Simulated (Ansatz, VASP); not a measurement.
Sr in VASP and in Ansatz

```
CELL_PARAMETERS angstrom
0.00000 2.92066 3.04235
2.92066 0.00000 3.04235
2.92066 2.92066 0.00000
ATOMIC_POSITIONS crystal
Sr 0.00000 0.00000 0.00000
```

Change from the starting cell: strain -0.040 along x and y, +0.000 along z, atoms carried along.

Alike in both runs: task single point; functional PBEsol; k mesh 10 × 10 × 10; occupations gaussian, width 0.03 eV; no spin polarisation.

|  | VASP | Ansatz |
| --- | --- | --- |
| version | VASP 6.6.1 | Ansatz 0.2.0 |
| potentials or method | VASP PAW PBE potentials, release 64 (Sr_sv) | scalar-relativistic, plane waves, PAW |
| plane-wave cutoff (eV) | 520 | 420 |
| valence electrons in the cell | 10 | 10 |

|  | VASP | Ansatz | Ansatz less VASP |
| --- | --- | --- | --- |
| gap on the k mesh at the Fermi level (eV) | none | none | - |
| pressure (GPa) | -0.1 | -0.1 | -0.02 |
| largest component of the traceless stress (GPa) | 0.10 | 0.10 | 0.000 |

A gap of «none» marks a metal or a gap that the smearing closes.

Caveats: the PAW data sets were made with another functional, which shifts forces and pressure a little (VASP).
